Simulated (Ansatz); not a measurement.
# Indium, beta-Sn type under PBEsol: from relaxation to bulk modulus

The plan for indium in the beta-Sn type structure: relax it, solve it on a dense k-mesh, then scale the cell to 7 volumes from 88 to 112 % of the relaxed one and try a fit of the equation of state. Spin polarisation is left out. The k-meshes are 11×11×8 for the relaxation; 19×19×17 for the dense run; 13×13×12 for the volumes.

Computed with Ansatz 0.2.0 (DFT PBEsol, plane waves (420 eV) with PAW, scalar-relativistic; PBE-made PAW files, unless a step says otherwise).

## 1. The system as given

The structure is tetragonal, space group I4_1/amd (No. 141). Conventional cell: a = 5.859 Å, b = 5.859 Å, c = 3.199 Å, α = 90.00°, β = 90.00°, γ = 90.00°. Around In (site symmetry -4m2) lie 6 In at 3.04 to 3.20 Å.

Structure file:

```cif
data_structure
_symmetry_space_group_name_H-M 'P 1'
_symmetry_Int_Tables_number 1
_cell_length_a 4.4408
_cell_length_b 4.4408
_cell_length_c 4.4408
_cell_angle_alpha 97.454
_cell_angle_beta 97.454
_cell_angle_gamma 137.779
_cell_volume 54.90
loop_
_atom_site_label
_atom_site_type_symbol
_atom_site_fract_x
_atom_site_fract_y
_atom_site_fract_z
_atom_site_occupancy
In1 In 0.00000 0.00000 0.00000 1
In2 In 0.75000 0.25000 0.50000 1
```

## 2. Relaxation of the cell

Input file input.yaml:

```yaml
crystal:
  lattice:
    - [-2.9293900315, 2.9293900315, 1.5994469572]
    - [2.9293900315, -2.9293900315, 1.5994469572]
    - [2.9293900315, 2.9293900315, -1.5994469572]
  atoms:
    - { symbol: In, position: [0.0, 0.0, 0.0] }
    - { symbol: In, position: [0.75, 0.25, 0.5] }
hamiltonian:
  xc: pbesol
  pseudopotentials:
    kind: paw
    azcp:
      In: "pseudopotentials/In.paw.azcp"
basis:
  ecutwfc: 420
  fft_grid_basis: typed
kpoints:
  mp_grid: { grid: [11, 11, 8], shift: [0, 0, 0] }
magnetization:
  spin_polarized: false
scf:
  occupations: { method: fermi_dirac, width: 0.1 }
relax:
  max_steps: 60
  f_tol: 0.01
  cell: {}
output:
  write_density: true
  write_potential: true
  elf: true
  volumetric_format: npy
```

After this run come: Dense single point; Volume × 0.88; Volume × 0.92; Volume × 0.96; Volume × 1.0; Volume × 1.04; Volume × 1.08; Volume × 1.12.

Before running it: what results should come out? Wanted: space group; conventional cell; volume; shortest distance; gap on the mesh; relative to body-centred tetragonal; V₀, B₀, B₀′.

The runs gave:

```
                           quantity                                                value
     space group (spins left aside)                                        C2/c (No. 15)
                  conventional cell  a = 3.155 Å, b = 10.847 Å, c = 3.346 Å, β = 116.53°
                             volume                                       25.609 Å³/atom
                  shortest distance                                              3.155 Å
                    gap on the mesh                         none (levels filled in part)
relative to body-centred tetragonal                                          +6 meV/atom
                        V₀, B₀, B₀′                          25.600 Å³/atom, 45 GPa, 5.2
```

In words: From the guessed start the volume shrank by 6.7 % in 21 steps. The cell has left its prototype: it ends as C2/c. What follows belongs to that structure, not to the type named at the start. The mesh has less symmetry than the lattice, which may have let the distortion in. Against the reference form of indium (body-centred tetragonal, computed apart with the same settings) it stands 6 meV/atom higher. Levels at the Fermi energy are filled in part, as in a metal. The fitted modulus is 45 GPa; letting shape and positions relax at each volume could only lower it.
